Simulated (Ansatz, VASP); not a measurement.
# One calculation of B2P3, two programs

INCAR

```
PREC = Accurate ; ENCUT = 600
EDIFF = 1E-6 ; ISMEAR = 0
SIGMA = 0.1 ; LREAL = False
LASPH = True ; NELM = 60
ALGO = Normal ; ISIF = 3
LWAVE = False ; LCHARG = False
GGA = PE ; IBRION = 2
NSW = 90 ; EDIFFG = -0.04
```

The input KPOINTS:

```
regular mesh
0
Gamma
  4 4 4
```

File POSCAR:

```
B2P3
1.0
    4.2322495900      0.0000000000      0.0000000000
    0.0000000000      4.2322495900      0.0000000000
    0.0000000000      0.0000000000      4.2322495900
B P
2 3
Direct
    0.5000000000      0.5000000000      0.5000000000
    0.0000000000      0.0000000000      0.0000000000
    0.5000000000      0.0000000000      0.0000000000
    0.0000000000      0.5000000000      0.0000000000
    0.0000000000      0.0000000000      0.5000000000
```

Input for Ansatz:

```yaml
crystal:
  lattice:
    - [4.23224959, 0.0, 0.0]
    - [0.0, 4.23224959, 0.0]
    - [0.0, 0.0, 4.23224959]
  atoms:
    - { symbol: B, position: [0.5, 0.5, 0.5] }
    - { symbol: B, position: [0.0, 0.0, 0.0] }
    - { symbol: P, position: [0.5, 0.0, 0.0] }
    - { symbol: P, position: [0.0, 0.5, 0.0] }
    - { symbol: P, position: [0.0, 0.0, 0.5] }
basis:
  ecutwfc: 420
kpoints:
  mp_grid: { grid: [4, 4, 4] }
hamiltonian:
  xc: pbe
scf:
  occupations: { method: gaussian, width: 0.1 }
  lower_state_search: "off"
output:
  forces: true
  stress: true
  eigenvalues: true
relax:
  adjacent_minimum: "off"
  f_tol: 0.04
  max_steps: 70
  cell: { stress_tol: 0.4 }
```

Change from the starting cell: species swapped into the Tl2F3 type (Pm-3m, No. 221).

Alike in both runs: task relaxation of cell and atoms; functional PBE; k mesh 4 × 4 × 4; occupations gaussian, width 0.1 eV; no spin polarisation.

```csv
,VASP,Ansatz
version,VASP 6.6.1,Ansatz 0.2.0
potentials or method,"VASP PAW PBE potentials, release 64 (B, P)","scalar-relativistic, plane waves, PAW"
plane-wave cutoff (eV),600,420
valence electrons in the cell,21,21
```

|  | VASP | Ansatz | Ansatz less VASP |
| --- | --- | --- | --- |
| gap on the k mesh at the Fermi level, each at its own relaxed structure (eV) | none | none | - |
| relaxed volume (Å³/atom) | 12.74 | 12.78 | +0.043 |
| relaxed cell length with the largest relative difference (Å) | 3.994 | 3.998 | +0.0045 |
| energy change over the relaxation (meV/atom) | -111 | -109 | +1.6 |

A gap of «none» marks a metal or a gap that the smearing closes.

Caveats: the k mesh is coarse (spacing up to 0.37 Å⁻¹), so the values aren't converged; the volume moved by over 15 % at a fixed basis, so the end points are rough (VASP).
